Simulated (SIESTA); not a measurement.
The system is PbSe (Clausthalite).

```
Pb Se
1.0
     0.00000    3.06065    3.06065
     3.06065    0.00000    3.06065
     3.06065    3.06065    0.00000
Pb Se
1 1
Direct
  0.00000 0.00000 0.00000
  0.50000 0.50000 0.50000
```

Base run:

```yaml
Program: SIESTA 5.4.2
Functional: BLYP
Potentials_or_basis: PseudoDojo 0.4 standard (PBE files)
Basis: DZP (energy shift 0.003 Ry; two zetas on semicore shells)
Grid_cutoff: 500 Ry
Energy_shift: 0.003 Ry
k_mesh: 8 × 8 × 8
Occupations: fermi-dirac, width 0.05 eV
Spin: no spin polarisation
```

Its results: band gap on the k mesh 0.49 eV, direct; pressure 7.0 GPa.

Question: The run is repeated on the same cell with these changes: functional from BLYP to vdW-DF-cx. What comes out?

Answer: Band gap on the k mesh 0.35 eV, direct; pressure 1.6 GPa.

Caveats: the potentials were made for another functional, which shifts forces and pressure; spin-orbit coupling is left out, which as a rule narrows the gap of such compounds by several tenths of an eV; the basis of atomic orbitals isn't converged, which shifts pressures, moduli and gaps.
